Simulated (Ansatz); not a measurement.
The system is BaTiO3.

```
Ba Ti O
1.0
     2.82737    1.63238    2.31839
    -2.82737    1.63238    2.31839
     0.00000   -3.26476    2.31839
Ba Ti O
1 1 3
Direct
  0.00000 0.00000 0.00000
  0.48450 0.48450 0.48450
  0.50860 0.01750 0.50860
  0.01750 0.50860 0.50860
  0.50860 0.50860 0.01750
```

- Program: Ansatz 0.2.0
- Task: single point
- Functional: PBE
- Potentials or basis: all-electron LAPW, scalar-relativistic
- Cutoff: 441 eV (chosen from the basis error)
- Basis error allowed: 0.001 eV/atom
- k mesh: 7 × 7 × 7
- Occupations: fermi-dirac, width 0.05 eV
- Spin: no spin polarisation

On this cell: pressure 5.0 GPa; largest force 0.136 eV/Å; band gap on the k mesh 2.49 eV, indirect (least direct gap 2.79 eV).

The same run follows on a disturbed copy (atoms moved at random, drawn with an rms of 0.05 Å):

```
Ba Ti O
1.0
     2.82737    1.63238    2.31839
    -2.82737    1.63238    2.31839
     0.00000   -3.26476    2.31839
Ba Ti O
1 1 3
Direct
  0.98732 0.99202 0.00712
  0.48312 0.47259 0.48203
  0.51050 0.00929 0.51653
  0.02118 0.52026 0.51359
  0.51078 0.51392 0.01422
```

Problem. What does the disturbed cell give?

Solution. The energy moves by +8.8 meV/atom; pressure 5.3 GPa; largest force 0.534 eV/Å; band gap on the k mesh 2.61 eV, indirect (least direct gap 2.99 eV).

Forces on the atoms (eV/Å):
```
Ba   0.201  0.295 -0.023
Ti  -0.297 -0.100  0.433
O   -0.287  0.317  0.097
O    0.152 -0.162 -0.454
O    0.231 -0.350 -0.052
```

Stress tensor (GPa, compression positive):
```
 5.12  0.24 -0.09
 0.24  4.85  0.44
-0.09  0.44  5.92
```

Caveats: spin-orbit coupling is left out, which moves the levels of the heavy elements; an odd mesh through Γ misses points on the zone boundary, where band edges often lie.
